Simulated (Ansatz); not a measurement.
**PbSe (Clausthalite) under changes of volume**

One of the cells (28.671 Å³/atom); the others are scaled copies at fixed shape and fractional positions:

```
CELL_PARAMETERS angstrom
0.00000 3.06065 3.06065
3.06065 0.00000 3.06065
3.06065 3.06065 0.00000
ATOMIC_POSITIONS crystal
Pb 0.00000 0.00000 0.00000
Se 0.50000 0.50000 0.50000
```

* Program: Ansatz 0.2.0
* Functional: r2SCAN
* Dispersion: rVV10
* Potentials or basis: Ansatz PAW
* Cutoff: 500 eV (not typed: the program's choice for these potentials)
* k mesh: 8 × 8 × 8
* Occupations: fermi-dirac, width 0.05 eV
* Spin: no spin polarisation

```csv
volume (Å³/atom),energy over the lowest point (meV/atom),pressure (GPa),gap on the mesh (eV)
26.951,25.89,4.5,0.30
27.524,?,?,?
28.097,3.95,1.7,0.46
28.671,0.00,0.5,0.53
29.244,0.10,-0.6,0.60
29.818,3.84,-1.5,0.66
30.391,10.86,-2.4,0.72
```

Problem. What does the run at 27.524 Å³/atom give?

Solution. Energy over the lowest point 12.41 meV/atom; pressure 3.0 GPa; gap on the mesh 0.38 eV.

Worked out: A Birch-Murnaghan fit of order 3 (a polynomial in V^(-2/3)) to the other rows has its minimum at 28.94 Å³/atom with B0 = V·E''(V) = 54 GPa and B' = 4.4. It gives 12.41 meV/atom at 27.524 Å³/atom, against the run's 12.41, and -dE/dV = 3.0 GPa, against 3.0. A straight line through the other rows of the gap, of slope 3.49 eV per unit of ln V (its deformation potential), gives 0.38 eV, against the run's 0.38.

Energies are extrapolated to zero smearing.

Caveats: spin-orbit coupling is left out, which as a rule narrows the gap of such compounds by several tenths of an eV; the PAW data sets come from PBE, with cores solved anew for the run's functional, which leaves a small shift of forces and pressure.

A mesh can miss the band edges.
